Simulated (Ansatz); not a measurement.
**How far is PAW off for Zr?**

```
Zr
1.0
     3.23200    0.00000    0.00000
    -1.61600    2.79899    0.00000
     0.00000    0.00000    5.14700
Zr
2
Direct
  0.33333 0.66667 0.25000
  0.66667 0.33333 0.75000
```

Atoms are numbered in the order listed.

Conventional cell: a = 3.232 Å, b = 3.232 Å, c = 5.147 Å, α = 90.00°, β = 90.00°, γ = 120.00°. Zr (atom 1) is surrounded by 12 Zr at 3.18 to 3.23 Å.

The cell is COD entry 9008523, as deposited and not checked against the literature; nothing was relaxed.

All numbers are computed: DFT, PBE, PAW with Ansatz's default frozen-core files, scalar-relativistic (Ansatz 0.2.0); DFT, PBE, all-electron PAW with datasets made for the crystal, scalar-relativistic (Ansatz 0.2.0); DFT, PBE, all-electron LAPW, scalar-relativistic (Ansatz 0.2.0).

For PAW: a Γ-centred 13×13×7 k mesh, Fermi–Dirac smearing of 0.03 eV, cutoff 420 eV, no spin polarisation. The crystal-made all-electron datasets (AE datasets) take a cutoff of 240 eV at this cell. LAPW targets a basis error of 0.25 meV/atom. The Ansatz runs share mesh, smearing and spin set-up. Plane-wave (PAW) pressures include the program's estimate of the Pulay term.

Stress and pressure are positive in compression.

Spin–orbit coupling is left out, which moves gradients at and beside heavy atoms by some per cent and at worst by a factor of two.

In a metal, gradients converge slowly with the k mesh: the values move by tens of per cent from one mesh to another, at times in sign, so only the comparison on one mesh counts.

Levels count from the Fermi level.

```tsv
quantity	PAW	AE datasets	LAPW
pressure (GPa)	0.47	0.50	0.50
stress xx (GPa)	0.18	0.20	0.20
stress zz (GPa)	1.06	1.08	1.08
highest filled level at K (eV)	-1.159	-1.159	-1.159
lowest empty level at K (eV)	0.243	0.243	0.243
highest filled level at A (eV)	-3.965	-3.965	-3.965
lowest empty level at A (eV)	0.020	0.021	0.021
highest filled level at Γ (eV)	-3.053	-3.052	-3.052
lowest empty level at Γ (eV)	0.837	0.837	0.837
field gradient Vzz at Zr1 (10²¹ V/m²)	4.06	4.04	–
```

PAW's pressure differs from the LAPW value by -0.02 GPa.
